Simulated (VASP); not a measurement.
CoO: relaxation of cell and atoms with LDA

The system is CoO.

```
Co O
1.0
     0.00000    2.13150    2.13150
     2.13150    0.00000    2.13150
     2.13150    2.13150    0.00000
Co O
1 1
Cartesian
  0.0000 0.0000 0.0000
  2.1315 2.1315 2.1315
```

```
Program                : VASP 6.6.1
Task                   : relaxation of cell and atoms
Functional             : LDA
Potentials or basis    : VASP PAW LDA potentials, release 64 (Co, O)
Cutoff                 : 600 eV
k mesh                 : 8 × 8 × 8
Occupations            : fermi-dirac, width 0.05 eV
Spin                   : collinear spin, ferromagnetic start
Starting moments       : [2.0, 0.0] μB
Target pressure        : 10 GPa
Further INCAR settings : ALGO = Normal; EDIFF = 1e-07; IBRION = 2; EDIFFG = -0.01; NSW = 40; ISIF = 3
Target pressure        : 10 GPa
```

- Relaxed volume: 7.71 Å³/atom
- Relaxed cell: a = 2.794 Å, b = 2.794 Å, c = 2.794 Å, α = 60.00°, β = 60.00°, γ = 60.00°
- Space group after relaxing (to 0.05 Å): Fm-3m (No. 225)
- Energy change on relaxing (the enthalpy is what falls): -71.6 meV/atom
- Ionic steps: 5
- Pressure after relaxing: 10.1 GPa
- Band gap on the k mesh: none (metal or under the smearing width)
- Net moment: 0.29 μB per cell
- Site moments: Co +0.27; O +0.01 μB
- Valence electrons inside the program's atomic spheres: Co 8.40; O 5.01

Step by step:
```csv
step,energy change (eV),largest force (eV/Å),pressure (GPa),volume (Å³)
1,0.0000,0.0000,-20.41,19.37
2,-0.0545,0.0000,28.50,14.66
3,-0.1598,0.0000,5.70,15.75
4,-0.1494,0.0000,8.46,15.53
5,-0.1431,0.0000,10.07,15.42
```

Final structure:
```cif
data_structure
_symmetry_space_group_name_H-M 'P 1'
_symmetry_Int_Tables_number 1
_cell_length_a 2.7937
_cell_length_b 2.7937
_cell_length_c 2.7937
_cell_angle_alpha 60.000
_cell_angle_beta 60.000
_cell_angle_gamma 60.000
_cell_volume 15.42
loop_
_atom_site_label
_atom_site_type_symbol
_atom_site_fract_x
_atom_site_fract_y
_atom_site_fract_z
_atom_site_occupancy
Co1 Co 0.00000 0.00000 0.00000 1
O1 O 0.50000 0.50000 0.50000 1
```

Levels at points of the mesh, in eV from the Fermi level:
Spin up:
| k point | band 6 | band 7 | band 8 | band 9 | band 10 | band 11 |
| --- | --- | --- | --- | --- | --- | --- |
| (0.00, 0.00, 0.00) | -2.14 | -2.14 | -1.85 | -1.85 | 2.73 | 17.55 |
| (0.50, 0.00, 0.00) | -0.79 | -0.34 | 1.90 | 1.90 | 5.75 | 11.74 |
| (0.50, 0.50, 0.00) | -1.22 | -0.35 | -0.35 | -0.18 | 7.99 | 11.27 |
Spin down:
```tsv
k point	band 4	band 5	band 6	band 7	band 8	band 9	band 10	band 11
(0.00, 0.00, 0.00)	-4.32	-1.96	-1.96	-1.96	-1.52	-1.52	2.78	17.55
(0.50, 0.00, 0.00)	-7.09	-0.58	-0.58	-0.16	2.17	2.17	5.78	11.80
(0.50, 0.50, 0.00)	-5.77	-3.60	-0.88	-0.13	-0.13	0.15	8.07	11.30
```

Run time: 3.4 min on 1 thread of AMD EPYC 7571 (shared host), peak memory 0.12 GiB.

Caveat: the cell is relaxed towards a set pressure, so the enthalpy falls and the energy may rise; the volume moved by over 15 % at a fixed basis, so the end points are rough; semilocal functionals often make such compounds metallic where correlation or magnetic order opens a gap, which also shifts bond lengths. LDA usually gives volumes a few per cent too small.
